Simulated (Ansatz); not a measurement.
## A run on AgCl that went wrong

Intended: AgCl, PBE, plane waves and PAW in Ansatz. The input:

```yaml
crystal:
  lattice:
    - [3.433973, 0.0, 0.0]
    - [0.0, 3.433973, 0.0]
    - [0.0, 0.0, 3.433973]
  atoms:
    - { symbol: Cl, position: [0.5, 0.5, 0.5] }
basis:
  ecutwfc: 420
kpoints:
  mp_grid: { grid: [10, 10, 10] }
hamiltonian:
  xc: pbe
scf:
  occupations: { method: fixed }
output:
  forces: true
  stress: true
  eigenvalues: true
```

Output, shortened:

```text
Error: inconsistent input (scf.occupations.method, magnetization): a σ = 0 step fill (method: fixed, or a smearing width below the step floor) cannot realise an odd electron count (7) without a locked total moment — the per-k integer fill puts the same N_el/2 bands in each spin channel …
```

Question: Name the fault and the cure.

Answer: The fault is an atom left out of the cell, with fixed occupations. The atom list is one short of the formula. What is left is another system, which needn't have the even electron count and the gap that fixed occupations assume. The cure is the whole cell.

Mended input, as a difference:

```diff
 crystal:
   atoms:
+    - { symbol: Ag, position: [0.0, 0.0, 0.0] }
 scf:
-  occupations: { method: fixed }
+  occupations: { method: gaussian, width: 0.02 }
```

The mended run converges, with a pressure of -0.13 GPa, a gap on the mesh of 0.57 eV.